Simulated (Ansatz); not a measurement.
A 2-atom cell of BeSe started from a crystallographic database, relaxed with r2SCAN: 5 runs in Ansatz 0.2.0, each a calculation of independent-particle optics. The symmetry is F-43m (No. 216, cubic); conventional cell a = 5.162 Å, 17.19 Å³ an atom. Be has 4 Se at 2.24 Å; Se has 4 Be at 2.24 Å. No spin polarisation and no zero-point or thermal motion.

```
Be Se
1.0
     0.00000    2.58104    2.58104
     2.58104    0.00000    2.58104
     2.58104    2.58104    0.00000
Be Se
1 1
Direct
  0.00000 0.00000 0.00000
  0.25000 0.25000 0.25000
```

On meshes this coarse, single peaks can be features of the mesh. No local fields, no excitons; the zone sum runs over the cells of the mesh, and ε∞ includes the bands left out of the spectrum. Up to four peaks are listed, those above 15 % of the tallest and inside the complete range; the four can differ from row to row. Rows marked drawn have settings drawn at random (some not listed).

```csv
functional,k mesh,broadening (eV),scissors (eV),range (eV),settings,direct gap on the mesh before scissors (eV),ε∞ xx,ε∞ yy,ε∞ zz,complete up to (eV),tallest peaks of mean ε₂ (eV)
PBE,6×6×6,0.1,0.00,0–15,chosen,4.29,6.45,6.45,6.45,15.0,6.20 7.05
r2SCAN,6×6×6,0.1,0.00,0–15,chosen,5.04,5.77,5.77,5.77,15.0,6.75 7.60
PBE,6×6×6,0.1,1.09 (to HSE06),0–15,chosen,4.29,5.70,5.70,5.70,15.0,7.25 8.10
LDA,8×8×8,0.25,0.30,0–15,drawn,4.09,6.37,6.37,6.37,15.0,6.30 7.30
PBEsol,6×6×6,0.05,1.00,0.5–10,drawn,4.14,5.87,5.87,5.87,10.0,6.40 7.10 7.95 8.30
```

The fundamental gap is indirect (2.65 eV with PBE on 6×6×6); the table holds the direct one.

Spin-orbit coupling is left out.
